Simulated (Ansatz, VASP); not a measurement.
Fe: VASP beside Ansatz

Contents of INCAR:

```
PREC = Accurate ; ENCUT = 600
EDIFF = 1E-6 ; ISMEAR = -1
SIGMA = 0.05 ; LREAL = F
LASPH = T ; NELM = 100
ALGO = Normal ; ISIF = 3
LWAVE = F ; LCHARG = F
ISPIN = 2 ; MAGMOM = 3
LORBIT = 11 ; LMAXMIX = 4
GGA = PS ; IBRION = 2
NSW = 40 ; EDIFFG = -0.01
```

File KPOINTS:

```
regular mesh
0
Gamma
  13 13 13
```

POSCAR

```
Fe
1.0
   -1.4430000000      1.4430000000      1.4430000000
    1.4430000000     -1.4430000000      1.4430000000
    1.4430000000      1.4430000000     -1.4430000000
Fe
1
Direct
    0.0000000000      0.0000000000      0.0000000000
```

File input.yaml:

```yaml
crystal:
  lattice:
    - [-1.443, 1.443, 1.443]
    - [1.443, -1.443, 1.443]
    - [1.443, 1.443, -1.443]
  atoms:
    - { symbol: Fe, position: [0.0, 0.0, 0.0], spin: 3.0 }
hamiltonian:
  xc: pbesol
  pseudopotentials: { kind: paw }
magnetization:
  spin_polarized: true
kpoints:
  mp_grid: { grid: [13, 13, 13] }
scf:
  occupations: { method: fermi_dirac, width: 0.05 }
output:
  forces: true
  stress: true
  eigenvalues: true
relax:
  f_tol: 0.01
  max_steps: 40
  cell: { stress_tol: 0.05 }
```

Alike in both runs: task relaxation of cell and atoms; functional PBEsol; k mesh 13 × 13 × 13; occupations fermi-dirac, width 0.05 eV; collinear spin, ferromagnetic start.

|  | VASP | Ansatz |
| --- | --- | --- |
| version | VASP 6.6.1 | Ansatz 0.2.0 |
| potentials or method | VASP PAW PBE potentials, release 64 (Fe) | Ansatz PAW |
| plane-wave cutoff (eV) | 600 | 420 |
| valence electrons in the cell | 8 | 16 |

Ansatz gave:

```
gap on the k mesh at the Fermi level, each at its own relaxed structure (eV) : none
net moment per atom (μB)                                                     : 2.06
size of the moment on the site where the two differ most (μB)                : 2.08
relaxed volume (Å³/atom)                                                     : 10.79
relaxed cell length with the largest relative difference (Å)                 : 2.411
energy change over the relaxation (meV/atom)                                 : -79
```

Q: Estimate VASP's values.

A: gap on the k mesh at the Fermi level, each at its own relaxed structure (eV): none; net moment per atom (μB): 2.07; size of the moment on the site where the two differ most (μB): 2.05; relaxed volume (Å³/atom): 10.79; relaxed cell length with the largest relative difference (Å): 2.411; energy change over the relaxation (meV/atom): -78.

Site moments also hang on the region over which each program counts them. A gap of «none» marks a metal or a gap that the smearing closes. The two sets of potentials don't hold the same shells in valence.

Caveats: the volume moved by -10 % from the deposited cell, more than functionals usually miss; the PAW data sets were made with another functional, which shifts forces and pressure a little (VASP); the plane-wave basis is chosen anew once the cell has moved, so the energies of steps on either side of that aren't comparable (Ansatz); the PAW data sets come from PBE, with cores solved anew for the run's functional, which leaves a small shift of forces and pressure (Ansatz).
